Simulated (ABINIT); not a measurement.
Crystal: MoS2.

```
Mo S
1.0
     1.58000    0.91221    6.15000
    -1.58000    0.91221    6.15000
     0.00000   -1.82443    6.15000
Mo S
1 2
Direct
  0.00000 0.00000 0.00000
  0.41700 0.41700 0.41700
  0.25000 0.25000 0.25000
```

Measurements of this composition are mostly on another form, of space group No. 194.

Base run:

- Program: ABINIT 10.8.3 (patched build)
- Functional: PBE
- Potentials or basis: SG15 NC PBE v1.2
- Cutoff: 599 eV
- k mesh: 8 × 8 × 8
- Occupations: fermi-dirac, width 0.05 eV
- Spin: no spin polarisation

Its results: band gap on the k mesh 1.03 eV, indirect (least direct gap 2.03 eV); pressure 5.5 GPa; largest force 0.565 eV/Å.

Task: After a change of settings the same cell gave: band gap on the k mesh 0.99 eV, indirect (least direct gap 2.03 eV); pressure 0.3 GPa; largest force 0.269 eV/Å. Which change was it?
A. potentials or basis from SG15 NC PBE v1.2 to SPMS NC PBE v1.0
B. functional from PBE to PBEsol; potentials or basis from SG15 NC PBE v1.2 to PseudoDojo NC SR PBEsol v0.4.1 standard; cutoff from 599 eV to 980 eV
C. potentials or basis from SG15 NC PBE v1.2 to PseudoDojo NC SR PBE v0.4.1 standard; cutoff from 599 eV to 1088 eV
D. functional from PBE to LDA; potentials or basis from SG15 NC PBE v1.2 to PseudoDojo NC SR LDA v0.4.1 standard; cutoff from 599 eV to 952 eV

Result: B.

Not every run made on this cell is shown here.
